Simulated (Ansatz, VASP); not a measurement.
# ZnS in VASP and in Ansatz

INCAR

```
PREC = Accurate ; ENCUT = 520
EDIFF = 1E-6 ; ISMEAR = -1
SIGMA = 0.02 ; LREAL = False
LASPH = True ; NELM = 60
ALGO = Normal ; ISIF = 2
LWAVE = False ; LCHARG = False
GGA = PE ; IBRION = 2
NSW = 80 ; EDIFFG = -0.02
```

File KPOINTS:

```
regular mesh
0
Gamma
  14 14 14
```

The input POSCAR:

```
ZnS
1.0
    0.0000000000      2.6890799894      2.6890799894
    2.6890799894      0.0000000000      2.6890799894
    2.6890799894      2.6890799894      0.0000000000
Zn S
1 1
Direct
    0.0000000000      0.0000000000      0.0000000000
    0.2500000000      0.2500000000      0.2500000000
```

Input for Ansatz:

```yaml
crystal:
  lattice:
    - [0.0, 2.6890799894, 2.6890799894]
    - [2.6890799894, 0.0, 2.6890799894]
    - [2.6890799894, 2.6890799894, 0.0]
  atoms:
    - { symbol: Zn, position: [0.0, 0.0, 0.0] }
    - { symbol: S, position: [0.25, 0.25, 0.25] }
kpoints:
  mp_grid: { grid: [14, 14, 14] }
scf:
  occupations: { method: fermi_dirac, width: 0.02 }
hamiltonian:
  xc: pbe
  pseudopotentials: { kind: paw }
output:
  forces: true
  stress: true
  populations: true
  efg:
    quadrupole_moments_barn: { Zn: 0.122, S: -0.0694 }
    contact_densities: true
relax:
  f_tol: 0.02
  max_steps: 60
```

Change from the starting cell: volume scaled by 0.98, ions relaxed.

Alike in both runs: task relaxation of the atoms; functional PBE; k mesh 14 × 14 × 14; occupations fermi-dirac, width 0.02 eV; no spin polarisation.

|  | VASP | Ansatz |
| --- | --- | --- |
| version | VASP 6.6.1 | Ansatz 0.2.0 |
| potentials or method | VASP PAW PBE potentials, release 64 (Zn, S) | plane-wave PAW, scalar-relativistic |
| plane-wave cutoff (eV) | 520 | 420 |
| valence electrons in the cell | 18 | 18 |

|  | VASP | Ansatz | Ansatz less VASP |
| --- | --- | --- | --- |
| gap on the k mesh at the Fermi level, each at its own relaxed structure (eV) | 2.18 | 2.17 | -0.006 |

Ansatz warned: «stress_scf_threshold_loose».

Caveats: the relaxation stopped at its first step, so nothing moved. A k mesh can miss the band edges.
